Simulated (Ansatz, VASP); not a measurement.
## Se: VASP beside Ansatz

```
CELL_PARAMETERS angstrom
4.36964 0.00000 0.00000
-2.18482 3.78422 0.00000
0.00000 0.00000 4.96589
ATOMIC_POSITIONS crystal
Se 0.21700 0.00000 0.16667
Se 0.00000 0.21700 0.83333
Se 0.78300 0.78300 0.50000
```

Change from the starting cell: volume scaled by 1.01, crystal datasets.

Alike in both runs: task electric field gradients; functional PBEsol; k mesh 8 × 8 × 6; occupations fermi-dirac, width 0.02 eV; no spin polarisation.

|  | VASP | Ansatz |
| --- | --- | --- |
| version | VASP 6.6.1 | Ansatz 0.2.0 |
| potentials or method | VASP PAW PBE potentials, release 64 (Se), cutoff 520 eV | all-electron PAW with datasets made for the crystal, scalar-relativistic |

|  | VASP | Ansatz | Ansatz less VASP |
| --- | --- | --- | --- |
| gap on the k mesh at the Fermi level (eV) | 1.04 | 1.07 | +0.024 |
| pressure (GPa) | 2.5 | 2.2 | -0.24 |
| largest component of the traceless stress (GPa) | 1.38 | 1.27 | -0.107 |
| rms of the force components (eV/Å) | 0.546 | 0.510 | -0.0356 |
| Vzz of the field gradient on the site that differs most (V/Å²) | -483.0 | -506.5 | -23.47 |

Atom by atom the forces differ by 0.036 eV/Å (rms over components). Ansatz ran all-electron here, so the differences hold the error of VASP's frozen core and of both bases.

Caveats: the PAW data sets were made with another functional, which shifts forces and pressure a little (VASP). A k mesh can miss the band edges.
